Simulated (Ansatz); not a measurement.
# Ionic part of the dielectric constant of CaF2 at 6 GPa, mode by mode

Theory: DFT LDA, scalar-relativistic, plane waves, PAW (Ansatz). Plane waves to 420 eV; Γ-centred k mesh 8×8×8; fixed occupations. No spin polarisation. Phonons by linear response, acoustic sum rule imposed.

Symmetry: Fm-3m, No. 225, cubic system. The conventional cell has a = 5.234 Å, b = 5.234 Å, c = 5.234 Å, α = 90.00°, β = 90.00°, γ = 90.00°. Around Ca (site symmetry m-3m) lie 8 F at 2.27 Å. F (site symmetry -43m) has 4 Ca at 2.27 Å as nearest neighbours.

The primitive cell has V = 35.84 Å³ and ε∞,zz = 2.408. Each polar mode adds Δε = (4.92064×10⁷/V)·S/ν² along z, with S its oscillator strength in e²/amu, ν in cm⁻¹ and V in Å³.

Question: From these modes, find each Δε and ε0,zz.
| ν (cm⁻¹) | S_zz (e²/amu) |
| --- | --- |
| 315.5 | 0.2942 |

Answer:
```
ν (cm⁻¹)    Δε
   315.5  4.06
```

The sum is 4.058, so ε0,zz = 6.47; the run's tensor has 6.47.

Question: Where do the longitudinal modes lie for a wave vector along z?

Answer: At 517 cm⁻¹. The Lyddane–Sachs–Teller product Π(ν_LO/ν_TO)² = 2.69 matches ε0/ε∞ = 2.69.

Cost: 1 run of about 0.76 core-minutes, on AMD EPYC 7R43 (Zen 3) (shared hosts).

The lattice contributes more to the static dielectric constant of CaF2 than the electrons do: 4.06 against an ε∞ of 2.408. All of it comes from the one infrared-active mode of fluorite, in which the Ca sublattice moves against the two F sublattices. Its oscillator strength implies a Born effective charge somewhat above the nominal charge of Ca, as expected for a strongly ionic solid with slight dynamic charge transfer between F 2p and empty Ca states. The tightly bound F 2p electrons screen the macroscopic field only weakly, so the longitudinal mode is pushed far up, from 315.5 to 517 cm⁻¹. The Lyddane–Sachs–Teller agreement confirms internal consistency, not accuracy. The electronic part is larger than the well-known low refractive index of fluorite would suggest, more than modest compression is likely to explain; the LDA's tendency to overestimate electronic polarisability is the probable cause. With a single pressure, the softening or hardening of the mode under compression remains undetermined.
